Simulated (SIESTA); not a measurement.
Runs of SIESTA 5.4.2 on V. It takes space group Im-3m (No. 229, cubic). The conventional cell has a = 3.029 Å, b = 3.029 Å, c = 3.029 Å, α = 90.00°, β = 90.00°, γ = 90.00°. Around V (site symmetry m-3m) lie 8 V at 2.62 Å. 

```tsv
task	level	potentials or basis	cell	optimiser	force tolerance	energy shift	gap on the mesh (eV)	pressure (GPa)	moment (μB)
relaxation of cell and atoms	PBE	PseudoDojo 0.4 standard (PBE files), TZDP (energy shift 0.01 Ry)	relaxed	Broyden	0.01 eV/Å	0.01 Ry	none	-0.1	0.00
band structure	PBE	PseudoDojo 0.4 standard (PBE files), TZP (energy shift 0.002 Ry)	as given	-	-	0.002 Ry	none	-5.2	0.00
single point	PBE	PseudoDojo 0.4 standard (PBE files), DZP (energy shift 0.002 Ry)	as given	-	-	0.002 Ry	none	(a)	0.00
band structure	vdW-DF-cx	PseudoDojo 0.4 standard (PBE files), DZP (energy shift 0.002 Ry)	as given	-	-	0.002 Ry	none	-11.0	0.00
```

Alike in all rows: spin collinear, ferromagnetic start; k mesh 12 × 12 × 12; smearing fermi-dirac 0.05 eV; grid cutoff 800 Ry.

Q: Estimate the missing entries.

A: (a) -5.1.

Caveats: semicore shells carry a single zeta, which can move pressures by several GPa and volumes by a few percent; the basis of atomic orbitals isn't converged, which shifts pressures, moduli and gaps; the potentials were made for another functional, which shifts forces and pressure (some runs).

A k mesh can miss the band edges.

A gap of «none» marks a metal or a gap under the smearing width.

Not every run made on this cell is shown here.
